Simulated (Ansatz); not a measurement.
# Calculated with Ansatz: NiSb, settings compared

The command:

```bash
ansatz run input.yaml --threads 1 --pin off --max-ram 2560MiB --backend cpu --events-out ev --progress --plain --runs-dir out
```

The input file (Ansatz 0.2.0, plane waves):

```yaml
crystal:
  lattice:
    - [0.0, 2.98845008, 2.98845008]
    - [2.98845008, 0.0, 2.98845008]
    - [2.98845008, 2.98845008, 0.0]
  atoms:
    - { symbol: Ni, position: [0.75, 0.75, 0.75] }
    - { symbol: Sb, position: [0.0, 0.0, 0.0] }
  symmetry: { tolerance: 0.0003 }
kpoints:
  mp_grid: { grid: [5, 5, 5], shift: [0, 0, 0] }
magnetization:
  spin_polarized: false
scf:
  occupations: { method: fermi_dirac, width: 0.0834 }
hamiltonian:
  pseudopotentials: { kind: paw }
  xc: pbesol
basis:
  ecutwfc: 420
output:
  forces: true
  stress: true
  eigenvalues: true
  write_density: true
  write_potential: true
  elf: true
  volumetric_format: npy
relax:
  max_steps: 40
  cell: {}
```

Origin of the cell: a known structure type with other elements, at an estimated volume, so it need not be a known compound.

Output of this run (shortened):

```
Pseudopotentials: kind: paw
Pseudopotential: Ni, paw, valence charge 18, recommended cutoff 420 eV (normal), Ni.paw.azcp
Pseudopotential: Sb, paw, valence charge 15, recommended cutoff 420 eV (normal), Sb.paw.azcp
Functional definition: PBEsol
  exchange = pbesol_x
  correlation = pbesol_c
Crystal: 2 atoms, lattice volume = 53.379 Å³
Basis set: ecut = 420 eV, 1037 PW (Γ), exchange–correlation on 60×60×60 points (8 copies of the dense FFT grid, shifted against one another)
Bands: 21, of which v1, the nominal top of the filled ones, is band 17 counted from 1 (16 counted from 0)
Symmetry: 24 space group operations
Space group: F-43m (ITA 216), of the structure as read, at distance tolerance 1.1e-3 Å
k-points: 10 of 125 (time reversal used)
[… 4 lines left out …]
Initial density: superposition of atomic densities (neutral atoms: chi_scale 0, normalization atom), corrected by the library's trained network
Functional: x = pbesol(κ = 0.804, μ = 0.123457), c = pbesol(β = 0.046)
SCF iter   1: F=—  HF=-12212.262974 eV  Δρ=2.50e-2  dr2=2.52e-1
SCF iter   2: F=—  HF=-12212.251657 eV  Δρ=1.57e-2  dr2=6.31e-2  defer=2
SCF iter   3: F=—  HF=-12212.242248 eV  Δρ=4.76e-3  dr2=1.33e-2  defer=2
SCF iter   4: F=—  HF=-12212.241359 eV  Δρ=6.91e-4  dr2=1.68e-4  defer=2
SCF iter   5: F=—  HF=-12212.241395 eV  Δρ=3.70e-4  dr2=3.86e-5  defer=2
SCF iter   6: F=—  HF=-12212.241395 eV  Δρ=3.77e-5  dr2=8.28e-7  defer=2
SCF iter   7: F=-12212.241395 eV  HF=-12212.241395 eV  Δρ=8.82e-6  dr2=4.31e-8
relax step   1: F+E_penalty+E_count = -12212.241395 eV  Δ(F+E_penalty+E_count) = +0.000e0 eV  max|allowed force component| = 3.007e-17 eV/Å  Δτ_max = 0.0000 Å  P = -9.926 GPa  Ω = 53.379 Å³ […]
relax step   2: F+E_penalty+E_count = -12212.557448 eV  Δ(F+E_penalty+E_count) = -3.161e-1 eV  max|allowed force component| = 2.776e-17 eV/Å  Δτ_max = 0.0000 Å  P = -2.406 GPa  Ω = 45.946 Å³ […]
relax step   3: F+E_penalty+E_count = -12212.566670 eV  Δ(F+E_penalty+E_count) = -9.222e-3 eV  max|allowed force component| = 4.742e-17 eV/Å  Δτ_max = 0.0000 Å  P = +1.119 GPa  Ω = 43.990 Å³ […]
relax step   4: F+E_penalty+E_count = -12212.568483 eV  Δ(F+E_penalty+E_count) = -1.813e-3 eV  max|allowed force component| = 5.435e-17 eV/Å  Δτ_max = 0.0000 Å  P = -0.063 GPa  Ω = 44.593 Å³ […]
relax step   5: F+E_penalty+E_count = -12212.568497 eV  Δ(F+E_penalty+E_count) = -1.420e-5 eV  max|allowed force component| = 2.660e-17 eV/Å  Δτ_max = 0.0000 Å  P = -0.001 GPa  Ω = 44.560 Å³ […]
relax step   6: F+E_penalty+E_count = -12212.565968 eV  Δ(F+E_penalty+E_count) = +2.529e-3 eV  max|allowed force component| = 3.007e-17 eV/Å  Δτ_max = 0.0000 Å  P = +0.007 GPa  Ω = 44.560 Å³  stress off target by 7.49e-3 GPa […]
SCF 6 converged in 8 iterations: F = -12212.565968 eV  dr2 = 5.03e-12
basis re-selected at this cell: Δ(F+E_penalty+E_count) = +2.529e-3 eV, ΔP = +0.009 GPa vs the last step (what re-selecting the basis moved, of the pressure what is left beyond the Pulay corre […]
SCF converged after 8 iterations
Free energy (F): -12212.565968 eV
Harris-Foulkes:  -12212.565968 eV  (|F-HF|=3.64e-12)
Internal energy: -12212.500178 eV  (E = F + TS)
E sigma→0 (E₀):  -12212.533073 eV
Entropy (-TS):   -0.065791 eV (-32.895 meV/atom)
Fermi energy:    10.127766 eV
--- Per-component energies (eV) ---
  E_band       = -583.387037
  E_kinetic    = 492.980567
  E_local      = -6383.869174  (includes V_loc(G=0)·N_el)
  E_nonlocal   = 1006.646996
  E_hartree    = 2767.104112
  E_xc         = -221.115985
  E_vxc        = -204.897359  (∫ρ·V_xc dr)
  E_paw        = -6100.555162  (= ΣΔE_a)
  E_vpaw       = -1028.456859  (= ΣTr[D̂ρ^β])
  E_aug_tail   = 0.000548  (compensation charges beyond the density's cutoff)
  E_ewald      = -3774.221225
  E_core_change = 0.529146  (= ΣΔE_core)
  E_smearing   = -0.065791  (= −TS)
  Σ components = -12212.565968   (vs F -12212.565968, Δ=0.00e0)
--- Forces (eV/Å), atoms counted from 1 ---
  atom   1  Ni    -0.000000    -0.000000     0.000000
  atom   2  Sb    -0.000000     0.000000    -0.000000
  max |Σ_I F_I| component: 1.97e-16 eV/Å
--- Stress (GPa, compression-positive) ---
        0.007495       0.000000       0.000000
        0.000000       0.007495      -0.000000
        0.000000      -0.000000       0.007495
  P = ⅓ Tr σ = 0.0075 GPa (0.075 kbar)
--- Relaxed structure (5 steps of the walk, 5 accepted, 1 SCFs on fresh bases) ---
  F+E_penalty+E_count = -12212.565968 eV   max|allowed force component| = 3.007e-17 eV/Å   (the final SCF, on the basis selected at the relaxed cell)
  cell:  # Å, volume = 44.5604 Å³
    - [0.0, 2.813885, 2.813885]
    - [2.813885, 0.0, 2.813885]
    - [2.813885, 2.813885, 0.0]
  atoms:
    - { symbol: Ni, position: [0.75, 0.75, 0.75] }
    - { symbol: Sb, position: [0.0, 0.0, 0.0] }
```

The same input was run again with these changes:

1. `scf.convergence.dr2_threshold` default → 0.0001; `scf.occupations.width` 0.0834 → default; `scf.occupations.method` fermi_dirac → tetrahedron_uncorrected
2. `scf.lower_state_search` default → light; `kpoints.mp_grid.shift` [0, 0, 0] → [0.5, 0.5, 0.5]; `scf.initial_density.chi_scale` default → 0.1
3. `scf.lower_state_search` default → full; `hamiltonian.dispersion` default → d4
4. `scf.occupations.width` 0.0834 → 0.01

```
 run        end  SCF iterations  volume (Å³/atom)  max force component (eV/Å)  moment (μB)  ΔE(σ→0) (meV/atom)
base  converged              40             22.28                       0.000            –                   0
   1  converged              25             22.58                       0.000            –              109.83
   2  converged             117             19.53                       0.000            –             -111.89
   3  converged              52             21.91                       0.000            –                   –
   4  converged              47             22.31                       0.000            –                4.00
```

Energies are compared only where functional, datasets, charge and starting cell are the same.

Run 2 relaxed to another structure than the base run, so its differences aren't those of the setting alone.

Not properties of the system: run 1 (too coarse or loose: `scf.convergence.dr2_threshold` = 0.0001).

Caveats of the base run: no spin polarisation, so a magnetic state may lie lower; no spin-orbit coupling, though heavy elements are present; the k mesh is coarse if the cell is a metal; the relaxation held the start's symmetry, so the end may be a saddle point.

Run 1: forces and stress under tetrahedra may miss the slope of the energy; the SCF threshold is loose for forces.
Run 2: the k mesh keeps only part of the crystal's symmetry.
Run 3: the end state was compared with a single point and may differ.

Time of the base run: 9.7 s on 1 thread of Intel(R) Xeon(R) Platinum 8559C (Emerald Rapids), on a shared host, peak memory 0.39 GiB, from the program's own first density.
